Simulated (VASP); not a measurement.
Wanted: the native input for a VASP 6.6.1 run.

```yaml
Task: band structure
Functional: RPBE
Potentials_or_basis: VASP PAW PBE potentials, release 64 (Ti_sv, C)
Cutoff: 520 eV
k_mesh: 10 × 10 × 10
Occupations: fermi-dirac, width 0.05 eV
Spin: no spin polarisation
Further_INCAR_settings: ALGO = Fast; EDIFF = 1e-06; NBANDS = 15
```

Crystal: TiC.

```
Ti C
1.0
     3.04209    0.00000    0.00000
    -1.52104    2.63452    0.00000
     0.00000    0.00000    2.69797
Ti C
1 1
Direct
  0.00000 0.00000 0.50000
  0.33333 0.66667 0.00000
```

The cell was built by a generator and needn't be a form met in nature.

The input as run:

POSCAR

```
TiC
1.0
    3.0420900000      0.0000000000      0.0000000000
   -1.5210400000      2.6345200000      0.0000000000
    0.0000000000      0.0000000000      2.6979700000
Ti C
1 1
Direct
    0.0000000000      0.0000000000      0.5000000000
    0.3333300000      0.6666700000      0.0000000000
```

INCAR.step1

```
  PREC = Accurate
  ENCUT = 520
  EDIFF = 1E-6
  ISMEAR = -1
  SIGMA = 0.05
  LREAL = F
  LASPH = T
  NELM = 60
  ALGO = Fast
  ISIF = 2
  LWAVE = F
  LCHARG = T
  LMAXMIX = 4
  GGA = RP
  NBANDS = 15
```

KPOINTS.step1

```
Automatic mesh
0
Gamma
  10 10 10
```

INCAR.step2

```
  PREC = Accurate
  ENCUT = 520
  EDIFF = 1E-6
  ISMEAR = 0
  SIGMA = 0.05
  LREAL = F
  LASPH = T
  NELM = 60
  ALGO = Fast
  ISIF = 2
  LWAVE = F
  LCHARG = F
  LMAXMIX = 4
  GGA = RP
  NBANDS = 15
  ICHARG = 11
```

KPOINTS.step2

```
path GMKGALHA,LM,KH
15
line-mode
reciprocal
 0.0000000000  0.0000000000  0.0000000000  G
 0.5000000000  0.0000000000  0.0000000000  M

 0.5000000000  0.0000000000  0.0000000000  M
 0.3333333333  0.3333333333  0.0000000000  K

 0.3333333333  0.3333333333  0.0000000000  K
 0.0000000000  0.0000000000  0.0000000000  G

 0.0000000000  0.0000000000  0.0000000000  G
 0.0000000000  0.0000000000  0.5000000000  A

 0.0000000000  0.0000000000  0.5000000000  A
 0.5000000000  0.0000000000  0.5000000000  L

 0.5000000000  0.0000000000  0.5000000000  L
 0.3333333333  0.3333333333  0.5000000000  H

 0.3333333333  0.3333333333  0.5000000000  H
 0.0000000000  0.0000000000  0.5000000000  A

 0.5000000000  0.0000000000  0.5000000000  L
 0.5000000000  0.0000000000  0.0000000000  M

 0.3333333333  0.3333333333  0.0000000000  K
 0.3333333333  0.3333333333  0.5000000000  H
```

Potentials or basis: VASP PAW PBE potentials, release 64 (Ti_sv, C).

Command:

```console
$ cat potpaw_PBE.64/Ti_sv/POTCAR potpaw_PBE.64/C/POTCAR > POTCAR
$ cp INCAR.step1 INCAR
$ cp KPOINTS.step1 KPOINTS
$ mpirun -np 1 vasp_std > vasp.out
$ cp INCAR.step2 INCAR
$ cp KPOINTS.step2 KPOINTS
$ mpirun -np 1 vasp_std > vasp.out
```

Results of the run:

| Item | Value |
| --- | --- |
| Band gap along the path | none (metal or under the smearing width) |

Caveat: the log is that of the step along the path at fixed density, whose energy, stress, charges and moments have no meaning.

Wall time 2.1 min on 1 thread of AMD EPYC 7R43 64-Core Processor (Zen 3), on a shared host, peak memory 0.14 GiB.
